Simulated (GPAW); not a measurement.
The system is KBr.

```
Br K
1.0
     0.00000    3.30000    3.30000
     3.30000    0.00000    3.30000
     3.30000    3.30000    0.00000
Br K
1 1
Direct
  0.50000 0.50000 0.50000
  0.00000 0.00000 0.00000
```

Base run:

* Program: GPAW 26.7.0
* Functional: LDA
* Potentials or basis: the program's PAW data sets (release 1.2.1) made for this functional
* Cutoff: 600 eV
* Basis: pw
* k mesh: 7 × 7 × 7
* Occupations: fermi-dirac, width 0.05 eV
* Spin: no spin polarisation

Its results: band gap on the k mesh 4.04 eV, direct; pressure -1.7 GPa.

The run is repeated on the same cell with these changes: functional from LDA to revPBE. What comes out?

Band gap on the k mesh 4.73 eV, direct; pressure 1.8 GPa.

revPBE binds less tightly than LDA, so the same cell stands under more pressure.

Not every run made on this cell is shown here.
